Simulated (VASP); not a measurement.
**PbSe (Clausthalite): single point with PBE**

**Experimental background.**

A printed reference work, monograph reports, for a bulk crystal of PbSe at 300 K: band gap 0.28 eV (direct).

The system is PbSe (Clausthalite).

```
Pb Se
1.0
     0.00000    3.06065    3.06065
     3.06065    0.00000    3.06065
     3.06065    3.06065    0.00000
Pb Se
1 1
Direct
  0.00000 0.00000 0.00000
  0.50000 0.50000 0.50000
```

```json
{
  "Program": "VASP 6.6.1",
  "Task": "single point",
  "Functional": "PBE",
  "Potentials or basis": "VASP PAW PBE potentials, release 64 (Pb_d, Se)",
  "Cutoff": "520 eV",
  "k mesh": "8 × 8 × 8",
  "Occupations": "gaussian, width 0.018 eV",
  "Spin": "no spin polarisation"
}
```

```yaml
Pressure: 2.4 GPa
Band_gap_on_the_k_mesh: 0.29 eV, direct
```

Levels at points of the mesh, in eV from the valence-band top:
```csv
k point,band 6,band 7,band 8,band 9,band 10,band 11,band 12,band 13,band 14,band 15
"(0.00, 0.00, 0.00)",-13.59,-6.31,-1.88,-1.88,-1.88,4.71,4.71,4.71,6.52,6.52
"(0.50, 0.00, 0.00)",-12.53,-8.81,-1.47,-1.47,0.00,0.29,1.70,1.70,8.55,10.15
"(0.50, 0.50, 0.00)",-12.16,-7.39,-4.98,-3.24,-3.24,3.69,5.61,5.61,6.05,11.29
```

It took 15 s on 1 thread of AMD EPYC 9R45 96-Core Processor (Zen 5), with other jobs on the host, peak memory 0.16 GiB.

Measured gap of PbSe: 0.28 eV (direct; 300 K; a printed reference work, monograph). This calculation gives 0.29 eV (+0.01 eV). 2 values of this kind are on record (0.15 to 0.28 eV); this one was drawn at random. Spin-orbit coupling on Pb, Se is left out. The value is that of PBE on a finite k mesh, which can miss the band edges, without temperature or zero-point motion.

Caveat: spin-orbit coupling is left out, which as a rule narrows the gap of such compounds by several tenths of an eV.
